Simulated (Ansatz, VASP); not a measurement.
## Ta (Ta wire along [100], 13 atoms a period) in two plane-wave programs

One calculation is typed for both programs; each brings its own data sets. How far apart do they land? The structure shown is the start of the Ansatz relaxation below; VASP solves that cell, so the two are compared at the walk's first step.

Method: plane waves, with VASP 6.6.1 beside it; single point at PBE, in Ansatz 0.2.0.

## (1) Starting point

The cell holds 13 atoms: 13 Ta. Its edges and angles: a = 13.440 Å, b = 13.440 Å, c = 3.320 Å, α = 90.0°, β = 90.0°, γ = 90.0°. Vacuum lies along a and b. The structure's axis is c.

## (2) Ansatz: relaxation, PBE

Ansatz runs on its PAW soft_1 files.

The two programs are compared at the cell with which this relaxation starts, whose forces are those of its first step.

File input.yaml:

```yaml
crystal:
  lattice:
    - [13.44, 0.0, 0.0]
    - [0.0, 13.44, 0.0]
    - [0.0, 0.0, 3.32]
  atoms:
    - { symbol: Ta, position: [0.25297619, 0.25297619, 0.0] }
    - { symbol: Ta, position: [0.25297619, 0.5, 0.0] }
    - { symbol: Ta, position: [0.25297619, 0.74702381, 0.0] }
    - { symbol: Ta, position: [0.5, 0.25297619, 0.0] }
    - { symbol: Ta, position: [0.5, 0.5, 0.0] }
    - { symbol: Ta, position: [0.5, 0.74702381, 0.0] }
    - { symbol: Ta, position: [0.74702381, 0.25297619, 0.0] }
    - { symbol: Ta, position: [0.74702381, 0.5, 0.0] }
    - { symbol: Ta, position: [0.74702381, 0.74702381, 0.0] }
    - { symbol: Ta, position: [0.376488095, 0.376488095, 0.5] }
    - { symbol: Ta, position: [0.376488095, 0.623511905, 0.5] }
    - { symbol: Ta, position: [0.623511905, 0.376488095, 0.5] }
    - { symbol: Ta, position: [0.623511905, 0.623511905, 0.5] }
kpoints:
  mp_grid: { grid: [1, 1, 25] }
scf:
  occupations: { method: fermi_dirac, width: 0.05 }
hamiltonian:
  xc: pbe
  pseudopotentials: { kind: paw, azcp: { folder: soft_1 } }
relax:
  cell: { fix: [a, b, alpha, beta, gamma] }
  max_steps: 45
  f_tol: 0.03
```

The run is started by

```sh
ansatz run input.yaml --threads 4 --pin off --max-ram 16384MiB --backend cpu --events-out ev --progress --plain --runs-dir out
```

Numbers of over 12 decimals in the logs are rounded to 6 here.

What it wrote:

```text
Engine: ansatz 0.2.0, aarch64-unknown-linux-gnu
Pseudopotentials: kind: paw
Pseudopotential: Ta, paw, valence charge 13, recommended cutoff 420 eV (normal), soft_1/Ta.paw.azcp
Functional definition: PBE
  parameter kappa = 0.804
  parameter beta = 0.066725
  exchange = pbe_x(kappa = kappa, mu = beta*pi^2/3)
  correlation = pbe_c(beta = beta)
Crystal: 13 atoms, lattice volume = 599.704 Å³
Basis set: ecut = 420 eV, 11743 PW (Γ), exchange–correlation on 180×180×48 points (8 copies of the dense FFT grid, shifted against one another)
Bands: 102, of which v1, the nominal top of the filled ones, is band 85 counted from 1 (84 counted from 0)
Symmetry: 16 space group operations
Space group: P4/mmm (ITA 123), of the structure as read, at distance tolerance 8.4e-5 Å
k-points: 13 of 25
Non-local potential: Ta, projectors of the file, l = 0: 3, l = 1: 2, l = 2: 2, l = 3: 1
PAW form: soft (Blöchl's): semilocal exchange-correlation on the pseudo side does not see the compensation charge
PAW one-centre angular grid: Ta, 590 points (default); XC on 64 Gauss nodes
Initial density: superposition of atomic densities (neutral atoms: chi_scale 0, normalization atom)
Initial wavefunctions: pseudopotential atomic-orbital guess
Functional: x = pbe(κ = 0.804, μ = 0.219515), c = pbe(β = 0.066725)
SCF iter   1: F=—  HF=-129128.850055 eV  |F-HF|=—  |Δ(HF+E_count)|=         —  Δρ=5.93e-2  dr2=2.57e2  ethr=3.10e-3  ⟨swp⟩=10.4  Hψ=5869  notcnv=0
preconditioner: auto → LDOS  [metal: Δε(μ)=0.012 eV  Ē_g=3.974 eV  σ=0.050 eV  W_gap=0.06  n_scr=110 (ndim 8)  ℏωp=12.2 eV  f_vac=0.376  D(μ)=22.86/eV (n_scr^D=186)  β→1.0]
SCF iter   2: F=—  HF=-129110.993496 eV  |F-HF|=—  |Δ(HF+E_count)|=    1.79e1  Δρ=3.78e-2  dr2=4.13e1  ethr=3.10e-3  ⟨swp⟩=6.7  Hψ=4121  notcnv=0  defer=3
SCF iter   3: F=—  HF=-129110.012194 eV  |F-HF|=—  |Δ(HF+E_count)|=   9.81e-1  Δρ=1.13e-2  dr2=9.38e0  ethr=3.10e-3  ⟨swp⟩=5.1  Hψ=3136  notcnv=0  defer=5
SCF iter   4: F=—  HF=-129109.462938 eV  |F-HF|=—  |Δ(HF+E_count)|=   5.49e-1  Δρ=2.32e-3  dr2=2.11e-1  ethr=3.10e-3  ⟨swp⟩=3.3  Hψ=1743  notcnv=0  defer=3
SCF iter   5: F=—  HF=-129109.464926 eV  |F-HF|=—  |Δ(HF+E_count)|=   1.99e-3  Δρ=1.04e-3  dr2=3.43e-2  ethr=1.25e-4  ⟨swp⟩=4.5  Hψ=2448  notcnv=0  defer=4
SCF iter   6: F=—  HF=-129109.463910 eV  |F-HF|=—  |Δ(HF+E_count)|=   1.02e-3  Δρ=4.19e-4  dr2=2.86e-3  ethr=2.03e-5  ⟨swp⟩=2.1  Hψ=1770  notcnv=0  defer=3
SCF iter   7: F=—  HF=-129109.464077 eV  |F-HF|=—  |Δ(HF+E_count)|=   1.67e-4  Δρ=1.58e-4  dr2=8.70e-4  ethr=1.69e-6  ⟨swp⟩=2.0  Hψ=1760  notcnv=0  defer=3
SCF iter   8: F=—  HF=-129109.464100 eV  |F-HF|=—  |Δ(HF+E_count)|=   2.35e-5  Δρ=6.39e-5  dr2=1.05e-4  ethr=5.15e-7  ⟨swp⟩=1.8  Hψ=1387  notcnv=0  defer=3
SCF iter   9: F=—  HF=-129109.464100 eV  |F-HF|=—  |Δ(HF+E_count)|=   4.80e-8  Δρ=1.62e-5  dr2=4.04e-6  ethr=6.23e-8  ⟨swp⟩=2.3  Hψ=1803  notcnv=0  defer=3
SCF iter  10: F=—  HF=-129109.464244 eV  |F-HF|=—  |Δ(HF+E_count)|=   1.43e-4  Δρ=6.27e-6  dr2=2.68e-7  ethr=2.39e-9  ⟨swp⟩=3.0  Hψ=1888  notcnv=0  defer=3
SCF iter  11: F=-129109.464244 eV  HF=-129109.464244 eV  |F-HF|=1.20e-8  |Δ(HF+E_count)|=   2.81e-7  Δρ=2.07e-6  dr2=5.26e-8  ethr=5.92e-11  ⟨swp⟩=6.3  Hψ=5016  notcnv=0
SCF 1 converged in 11 iterations: F = -129109.464244 eV  dr2 = 5.26e-8
  greatest PAW one-centre occupation: 0.999 electrons in one spin orbital (limit 2), on the Ta atom at site 12 (counted from 0), in its partial waves of l = 0
relax step   1: F+E_penalty+E_count = -129109.46424410 eV  Δ(F+E_penalty+E_count) = +0.000e0 eV  max|allowed force component| = 2.076e0 eV/Å  Δτ_max = 0.0000 Å  P = -7.652 GPa  Ω = 599.704 Å³  fix = [a, b, alpha, beta, gamma]  reactions: a -7.121, b -7.121 GPa  (11 SCF iters, dr2 threshold 1.00e-7 eV, accepted)
[...]
relax step   4: F+E_penalty+E_count = -129112.39267089 eV  Δ(F+E_penalty+E_count) = -8.162e-2 eV  max|allowed force component| = 1.972e-1 eV/Å  Δτ_max = 0.0612 Å  P = +0.029 GPa  Ω = 577.477 Å³  energy of the carried Pulay correction = +1.820e-3 eV  fix = [a, b, alpha, beta, gamma]  reactions: a +0.014, b +0.014 GPa  (8 SCF iters, dr2 threshold 1.30e-6 eV, accepted)
[...]
relax step   5: F+E_penalty+E_count = -129112.39851104 eV  Δ(F+E_penalty+E_count) = -5.840e-3 eV  max|allowed force component| = 5.380e-2 eV/Å  Δτ_max = 0.0106 Å  P = -0.136 GPa  Ω = 577.161 Å³  energy of the carried Pulay correction = +1.846e-3 eV  fix = [a, b, alpha, beta, gamma]  reactions: a -0.126, b -0.126 GPa  (6 SCF iters, dr2 threshold 1.30e-6 eV, accepted)
[...]
relax step   6: F+E_penalty+E_count = -129112.39947563 eV  Δ(F+E_penalty+E_count) = -9.646e-4 eV  max|allowed force component| = 4.402e-3 eV/Å  Δτ_max = 0.0072 Å  P = +0.030 GPa  Ω = 576.903 Å³  energy of the carried Pulay correction = +1.868e-3 eV  fix = [a, b, alpha, beta, gamma]  reactions: a +0.037, b +0.037 GPa  (7 SCF iters, dr2 threshold 1.81e-7 eV, accepted)
[...]
relax step   7: F+E_penalty+E_count = -129112.39760914 eV  Δ(F+E_penalty+E_count) = +1.866e-3 eV  max|allowed force component| = 4.440e-3 eV/Å  Δτ_max = 0.0000 Å  P = +0.031 GPa  Ω = 576.903 Å³  fix = [a, b, alpha, beta, gamma]  reactions: a +0.038, b +0.038 GPa  stress off target by 1.49e-2 GPa on what of the cell is left free  SCF on the basis re-selected at this cell (its energy is not comparable with the rows above)  (5 SCF iters)
basis re-selected at this cell: Δ(F+E_penalty+E_count) = +1.866e-3 eV, ΔP = +0.000 GPa vs the last step (what re-selecting the basis moved, of the pressure what is left beyond the Pulay correction that the steps carried, after the strain that the cell walked since its last selection, with what the two solves' SCF thresholds leave and, on support functions, any second-order correction that the steps lacked; it is no m [...]
SCF converged after 5 iterations
Free energy (F): -129112.397609 eV
Harris-Foulkes:  -129112.397609 eV  (|F-HF|=8.73e-11)
Internal energy: -129112.193007 eV  (E = F + TS)
E sigma→0 (E₀):  -129112.295308 eV
Entropy (-TS):   -0.204603 eV (-15.739 meV/atom)
Fermi energy:    5.693842 eV
--- Per-component energies (eV) ---
  E_band       = -3593.127979
  E_kinetic    = 5105.352831
  E_local      = -54679.988814  (includes V_loc(G=0)·N_el)
  E_nonlocal   = -141.263183
  E_hartree    = 25236.852441
  E_xc         = -4159.069506
  E_vxc        = -3013.800143  (∫ρ·V_xc dr)
  E_paw        = -107958.809520  (= ΣΔE_a)
  E_vpaw       = -1337.134010  (= ΣTr[D̂ρ^β])
  E_aug_tail   = 0.001217  (compensation charges beyond the density's cutoff)
  E_ewald      = 7484.731528
  E_smearing   = -0.204603  (= −TS)
  E_closure    = 0.000000  (closes the sum)
  Σ components = -129112.397609   (vs F -129112.397609, Δ=0.00e0)
--- Forces (eV/Å), atoms counted from 1 ---
  atom   1  Ta    -0.00266948    -0.00266948     0.00000000
  atom   2  Ta    -0.00444027     0.00000000     0.00000000
  atom   3  Ta    -0.00266948     0.00266948     0.00000000
  atom   4  Ta     0.00000000    -0.00444027     0.00000000
  atom   5  Ta    -0.00000000    -0.00000000     0.00000000
  atom   6  Ta     0.00000000     0.00444027     0.00000000
  atom   7  Ta     0.00266948    -0.00266948     0.00000000
  atom   8  Ta     0.00444027     0.00000000     0.00000000
  atom   9  Ta     0.00266948     0.00266948     0.00000000
  atom  10  Ta    -0.00398203    -0.00398203     0.00000000
  atom  11  Ta    -0.00398203     0.00398203     0.00000000
  atom  12  Ta     0.00398203    -0.00398203     0.00000000
  atom  13  Ta     0.00398203     0.00398203     0.00000000
  max |Σ_I F_I| component: 1.73e-18 eV/Å
--- Stress (GPa, compression-positive) ---
        0.038492       0.000000       0.000000
        0.000000       0.038492       0.000000
        0.000000       0.000000       0.014921
  P = ⅓ Tr σ = 0.0306 GPa (0.306 kbar)
--- Relaxed structure (6 steps of the walk, 6 accepted, 1 SCFs on fresh bases) ---
  F+E_penalty+E_count = -129112.39760914 eV   max|allowed force component| = 4.440e-3 eV/Å   (the final SCF, on the basis selected at the relaxed cell)
  cell:  # Å, volume = 576.9029 Å³
    - [13.44, 0.0, 0.0]
    - [0.0, 13.44, 0.0]
    - [0.0, 0.0, 3.193774]
  atoms:
    - { symbol: Ta, position: [0.271582, 0.271582, 0.0] }
    - { symbol: Ta, position: [0.255360, 0.500000, 0.0] }
    - { symbol: Ta, position: [0.271582, 0.728418, 0.0] }
    - { symbol: Ta, position: [0.500000, 0.255360, 0.0] }
    - { symbol: Ta, position: [0.500000, 0.500000, 0.0] }
    - { symbol: Ta, position: [0.500000, 0.744640, 0.0] }
    - { symbol: Ta, position: [0.728418, 0.271582, 0.0] }
    - { symbol: Ta, position: [0.744640, 0.500000, 0.0] }
    - { symbol: Ta, position: [0.728418, 0.728418, 0.0] }
    - { symbol: Ta, position: [0.379596, 0.379596, 0.500000] }
    - { symbol: Ta, position: [0.379596, 0.620404, 0.500000] }
    - { symbol: Ta, position: [0.620404, 0.379596, 0.500000] }
    - { symbol: Ta, position: [0.620404, 0.620404, 0.500000] }
```

Reading the cycles: dr2 is the Hartree energy of the density residual (eV), the measure of convergence; HF is the Harris–Foulkes estimate of the energy, which meets the free energy F at convergence.

(Part 1 of 2 ends here.)

[Lines on the potential files, build, host, timing and source positions are cut from VASP's logs without a mark.]

[Logs are printed without paths, hosts, clocks, repeated set-up lines and the standing remarks that a program may print on its own settings, such as how far it seeks lower states.]

[Hosts, paths, dates, database ids (printed as entryN), source tags and the programs' standing remarks are cut or masked in the printed files.]
